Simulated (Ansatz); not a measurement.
# AlNi: an axial (c/a) deformation path

One table from this session's results is given with a row withheld; the runs are named, their logs left out.

Method: DFT PBE, scalar-relativistic, plane waves, PAW, in Ansatz 0.2.0.

### The system as given

The structure is orthorhombic, space group Cmmm (No. 65). The conventional cell has a = 3.877 Å, b = 3.906 Å, c = 3.099 Å, α = 90.00°, β = 90.00°, γ = 90.00°. Al (site symmetry mmm) is surrounded by 8 Ni at 2.48 to 2.49 Å and 4 Al at 2.75 Å. Around Ni (site symmetry mmm) lie 8 Al at 2.48 to 2.49 Å and 4 Ni at 2.75 Å.

As a file:

```cif
data_structure
_symmetry_space_group_name_H-M 'P 1'
_symmetry_Int_Tables_number 1
_cell_length_a 2.7520
_cell_length_b 2.7520
_cell_length_c 3.0994
_cell_angle_alpha 90.000
_cell_angle_beta 90.000
_cell_angle_gamma 90.427
_cell_volume 23.47
loop_
_atom_site_label
_atom_site_type_symbol
_atom_site_fract_x
_atom_site_fract_y
_atom_site_fract_z
_atom_site_occupancy
Al1 Al 0.00000 0.00000 0.00000 1
Ni1 Ni 0.50000 0.50000 0.50000 1
```

The structure comes from the Materials Project (structure only).

Set-up of the first run:

Contents of input.yaml:

```yaml
crystal:
  lattice:
    - [1.938694, -1.95319015, 0.0]
    - [1.938694, 1.95319015, 0.0]
    - [0.0, 0.0, 3.0994300413]
  atoms:
    - { symbol: Al, position: [0.0, 0.0, 0.0] }
    - { symbol: Ni, position: [0.5, 0.5, 0.5], spin: 2.0 }
basis:
  ecutwfc: 420
kpoints:
  mp_grid: { grid: [6, 6, 6] }
hamiltonian:
  xc: pbe
scf:
  occupations: { method: gaussian, width: 0.1 }
  lower_state_search: "off"
output:
  forces: true
  stress: true
  eigenvalues: true
  populations: true
magnetization:
  spin_polarized: true
```

Among the steps run: Probe: one point at the start; Zero of the scan; At ρ = 0.850; At ρ = 1.200; At ρ = 0.920; ρ = 1.100; At ρ = 0.960.

One of the session's tables, all rows but one given; the rest of the session is left out.

```
    ρ  ΔE (meV/atom)  pressure (GPa)
0.850          -16.6             5.4
0.920          -18.3             5.4
0.960              ?               ?
1.000            0.0             5.9
1.100           38.1             6.8
1.200           90.3             7.6
```

Estimate the missing values for ρ = 0.960.

Worked estimate for «ΔE (meV/atom)». A straight line through the neighbours (0.920, -18.3) and (1.000, 0.0) gives -18.3 + (0.0 + 18.3) × (0.960 − 0.920) / (1.000 − 0.920) = -9.2; a parabola fitted to 4 rows on both sides gives -10.9.

As computed: ΔE (meV/atom): -11.0; pressure (GPa): 5.6. In «ΔE (meV/atom)» the line misses by +1.8 and the parabola by +0.1.

Limits of these values: Warnings in the runs' records: seeded moment not kept.
